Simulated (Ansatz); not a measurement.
Levels at Γ against strain in ZnSe

```xyz
2
Lattice="0.0000 2.8338 2.8338 2.8338 0.0000 2.8338 2.8338 2.8338 0.0000" Properties=species:S:1:pos:R:3 pbc="T T T"
Zn    0.0000    0.0000    0.0000
Se    4.2507    4.2507    4.2507
```

Atoms are numbered in the order listed.

The cell is COD entry 9008857, as deposited and not checked against the literature; nothing was relaxed.

Method: DFT, PBE, all-electron LAPW, scalar-relativistic (Ansatz 0.2.0).

Numerical set-up: a Γ-centred 8×8×8 k mesh, Fermi–Dirac smearing of 0.03 eV, basis error target 1 meV/atom, no spin polarisation.

The strain is applied along the Cartesian axes of the cell as listed (the other components stay zero). Fractional coordinates are held (clamped ions).

Only quantities that a quadratic follows smoothly over the whole series are listed; rougher ones are left out.

```csv
εzz,"direct gap at Γ, from the mean of the top three filled levels (eV)",singlet less doublet of the top filled triplet at Γ (eV)
-0.0300,1.411,0.107
-0.0200,1.371,0.072
-0.0100,1.330,0.036
0.0000,1.290,0.000
0.0100,1.250,-0.037
0.0300,1.170,-0.112
```

(1) Fit the series and give the slopes at zero strain.

(2) One run, at εzz = 0.0200, is withheld. Predict its row.

## Answers

(1) Least-squares fits y = p0 + p1 x + p2 x² to the rows give direct gap at Γ, from the mean of the top three filled levels (eV): p1 = -4.02, p2 = 0.6; singlet less doublet of the top filled triplet at Γ (eV): p1 = -3.65, p2 = -2.6. Without spin–orbit coupling the singlet lies 3b(εzz − εxx) above the doublet in the usual convention, so the shear deformation potential is b = -1.22 eV.

(2) The fits give 1.210, -0.074; the run gave 1.210, -0.074.
